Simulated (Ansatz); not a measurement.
**Moving the fixed moment of the cell in Gd**

It takes space group P6_3/mmc (No. 194, hexagonal). Conventional cell: a = 3.636 Å, b = 3.636 Å, c = 5.783 Å, α = 90.00°, β = 90.00°, γ = 120.00°. Gd (site symmetry -6m2) has 12 Gd at 3.57 to 3.64 Å as nearest neighbours.

Kept alike: task single point; functional PBEsol; k mesh 7 × 7 × 4; occupations fermi-dirac, width 0.05 eV. Program: Ansatz, Ansatz PAW, cutoff 420 eV. The mesh is that of the run's cell of 2 atoms. No spin-orbit coupling.

| run | pressure (GPa) | largest site moment (μB) | free energy over the lowest row (meV/atom) |
| --- | --- | --- | --- |
| A | 0.73 | 8.03 | 267.26 |
| B | 1.45 | 9.20 | 6333.89 |
| C | 3.50 | 2.73 | 5104.30 |
| D | -2.14 | 6.96 | 0.00 |
| E | -4.62 | 0.00 | 7189.05 |
| F | 7.99 | 12.60 | 44725.40 |
| G | 1.38 | 5.91 | 689.01 |
| H | 3.67 | 4.64 | 3005.25 |

Pressure is positive in compression, with a Pulay correction for the finite cutoff. For a metal such a mesh leaves the last digits unconverged. The runs hold the magnetic state that their start led to, which needn't be the lowest. Site moments count inside each atom's sphere or projector. All rows use potentials made for PBE.

Problem. The runs differ in the fixed moment of the cell alone: 0; 3.5; 7; 10.5; 14; 17.5; 21; 28 μB. Which run is which?

Solution. Run A is 17.5 μB; run B is 21 μB; run C is 3.5 μB; run D is 14 μB; run E is 0 μB; run F is 28 μB; run G is 10.5 μB; run H is 7 μB. The pressure runs from -4.62 (0) to 7.99 GPa (28). The largest site moment rises from 0.00 to 12.60 μB between 0 and 28 μB. The free energy is lowest at 14, and 44725.40 meV an atom higher at 28.
